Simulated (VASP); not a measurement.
The system is CdSe.

```
CELL_PARAMETERS angstrom
0.00000 3.04621 3.04621
3.04621 0.00000 3.04621
3.04621 3.04621 0.00000
ATOMIC_POSITIONS crystal
Cd 0.00000 0.00000 0.00000
Se 0.25000 0.25000 0.25000
```

The cell was built by a generator and needn't be a form met in nature.

Program: VASP 6.6.1. Alike in all runs: task band structure; no spin polarisation; cell as given; k mesh 8 × 8 × 8; cutoff (eV) 520; smearing gaussian 0.03 eV.

Question: Order these runs on this cell by their band gap on the k mesh, lowest first.
A. level LDA; potentials or basis VASP PAW LDA potentials, release 64 (Cd, Se)
B. level r2SCAN; potentials or basis VASP PAW PBE potentials, release 64 (Cd, Se)
C. level TB-mBJ; potentials or basis VASP PAW PBE potentials, release 64 (Cd, Se)

Answer: A (0.35 eV), B (1.08 eV), C (1.94 eV).
